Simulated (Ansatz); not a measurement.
BN (R3m) from a database structure (r2SCAN+rVV10 geometry), in Ansatz:

```cif
data_structure
_symmetry_space_group_name_H-M 'R3m:H'
_symmetry_Int_Tables_number 160
_cell_length_a 2.5002
_cell_length_b 2.5002
_cell_length_c 9.7600
_cell_angle_alpha 90.000
_cell_angle_beta 90.000
_cell_angle_gamma 120.000
_cell_volume 52.84
loop_
_atom_site_label
_atom_site_type_symbol
_atom_site_symmetry_multiplicity
_atom_site_Wyckoff_symbol
_atom_site_fract_x
_atom_site_fract_y
_atom_site_fract_z
_atom_site_occupancy
B1 B 3 a 0.33333 0.66667 0.66386 1
N1 N 3 a 0.00000 0.00000 0.66415 1
```

G0W0@r2SCAN with 66 empty bands, a screening cutoff of 140 eV and a 6×6×6 mesh (PAW, contour deformation) gives 5.964 eV over the mesh points, from an r2SCAN gap of 4.732 eV; it sums over 70 bands with 73 plane waves in the screening and a wave cutoff of 500 eV. The G0W0 figures hold for the stated bands, cutoff and mesh and aren't extrapolated. Calculated for a static, non-magnetic cell.

(1) Estimate the gap with starting point LDA.

(2) Estimate the gap with mesh 10×10×10, empty bands 28, screening cutoff 80 eV.

(3) Estimate the gap with potentials of the kind norm-conserving.

Results:

(1) 5.668 eV (-0.296 eV), from a Kohn-Sham gap of 4.038 eV.

(2) 5.706 eV (-0.258 eV), from a Kohn-Sham gap of 4.654 eV.

(3) 5.969 eV (+0.005 eV), from a Kohn-Sham gap of 4.727 eV.
